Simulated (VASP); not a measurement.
Input of a VASP 6.6.1 run:

INCAR

```
PREC = Accurate ; ENCUT = 520
EDIFF = 1E-7 ; ISMEAR = -5
SIGMA = 0.1 ; LREAL = False
LASPH = True ; NELM = 100
ALGO = Normal ; ISIF = 2
LWAVE = False ; LCHARG = False
LMAXMIX = 4 ; METAGGA = R2SCAN
LMIXTAU = True ; LORBIT = 11
NEDOS = 2001
```

KPOINTS

```
regular mesh
0
Gamma
  18 18 18
```

The input POSCAR:

```
Pt                                      
1.0
    0.0000000000      1.9717224245      1.9717224245
    1.9717224245      0.0000000000      1.9717224245
    1.9717224245      1.9717224245      0.0000000000
  Pt            
     1
Direct
     0.0000000000000000    0.0000000000000000    0.0000000000000000
```

Potentials or basis: VASP PAW PBE potentials, release 64 (Pt).

Command:

```bash
$ cat potpaw_PBE.64/Pt/POTCAR > POTCAR
$ mpirun -np 1 vasp_std > vasp.out
```

(1) What does it give for the band gap on the k mesh?

(2) Estimate the pressure.

Answers

(1) none (metal or under the smearing width).

(2) 0.0 GPa.

Caveat: the PAW data sets were made with another functional, which shifts forces and pressure a little; tetrahedron occupations give inexact forces and stress in metals.
